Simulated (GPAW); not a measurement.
Write an ASE script for GPAW 26.7.0 that does the following.

| Quantity | Value |
| --- | --- |
| Task | band structure |
| Functional | r2SCAN |
| Potentials or basis | GPAW PAW data sets (gpaw-data 1.2.1) |
| Cutoff | 800 eV |
| Basis | pw |
| k mesh | 7 × 7 × 4 |
| Occupations | fermi-dirac, width 0.05 eV |
| Spin | collinear spin, ferromagnetic start |
| Starting moments | [1.0, 0.0, 0.0] μB |
| Maxiter | 150 |
| Band path | GMKGALHA,LM,KH |
| Band points | 80 |

NiO2:

```
Ni O
1.0
     2.79878    0.00000    0.00000
    -1.39939    2.42382    0.00000
     0.00000    0.00000    4.61827
Ni O
1 2
Direct
  0.00000 0.00000 0.50000
  0.33333 0.66667 0.29396
  0.66667 0.33333 0.70604
```

The cell comes from a database or a generator and needn't be the stable form of this composition.

The input as run:

run.py

```python
from ase import Atoms
from ase.dft.bandgap import bandgap
from ase.io import write
from ase.units import GPa
from gpaw import GPAW, PW

atoms = Atoms(['Ni', 'O', 'O'],
              cell=[[2.798781865, 0.0, 0.0],
                    [-1.3993909325, 2.4238161948, 0.0],
                    [0.0, 0.0, 4.618273]],
              scaled_positions=[[0.0, 0.0, 0.5],
                                [0.3333333333, 0.6666666667, 0.293961],
                                [0.6666666667, 0.3333333333, 0.706039]],
              pbc=True)
atoms.set_initial_magnetic_moments([1.0, 0.0, 0.0])

calc = GPAW(mode=PW(800),
            xc='MGGA_X_R2SCAN+MGGA_C_R2SCAN',
            kpts={'size': (7, 7, 4), 'gamma': True},
            occupations={'name': 'fermi-dirac', 'width': 0.05},
            nbands=26,
            convergence={'density': 1e-05, 'energy': 1e-05},
            maxiter=150,
            txt='gpaw.txt')
atoms.calc = calc
energy = atoms.get_potential_energy()
forces = atoms.get_forces()
stress = atoms.get_stress()
calc.write('gs.gpw')
write('result.traj', atoms)
print(f'Energy: {energy:.6f} eV')
print('Forces (eV/A):')
print(forces.round(4))
print('Stress (GPa):', (stress / GPa).round(3))
print('Moments:', calc.get_magnetic_moments().round(3))
print('Fermi level:', round(calc.get_fermi_level(), 4), 'eV')
print(f'Gap: {bandgap(calc)[0]:.4f} eV, direct: {bandgap(calc, direct=True)[0]:.4f} eV')

path = atoms.cell.bandpath('GMKGALHA,LM,KH', npoints=80, eps=1e-4)
bs_calc = calc.fixed_density(kpts=path, symmetry='off', nbands=38,
                             convergence={'bands': 'CBM+6.0', 'eigenstates': 1e-6}, txt='bands.txt')
bs = bs_calc.band_structure()
bs.write('bs.json')
print(f'Gap on the path: {bandgap(bs_calc)[0]:.4f} eV')
```

Potentials or basis: GPAW PAW data sets (gpaw-data 1.2.1), pw.

The run is started by

```console
$ OMP_NUM_THREADS=1 python run.py
```

Results of the run:

The pressure is -1.6 GPa, the largest force is 0.143 eV/Å and the band gap on the k mesh is 1.43 eV, indirect (least direct gap 1.69 eV). The band gap along the path is 1.54 eV, indirect (least direct gap 1.83 eV). The net moment is 0.00 μB per cell.

Caveat: the stock nickel data set gives pressures a few GPa off other programs; the run has no moments, though such compounds are often magnetic; a magnetic state may lie lower; the PAW data sets were made with another functional, which shifts forces and pressure a little.

Wall time 5.9 min on 1 thread of Intel(R) Xeon(R) Processor @ 2.70GHz, on a shared host, peak memory 0.51 GiB.
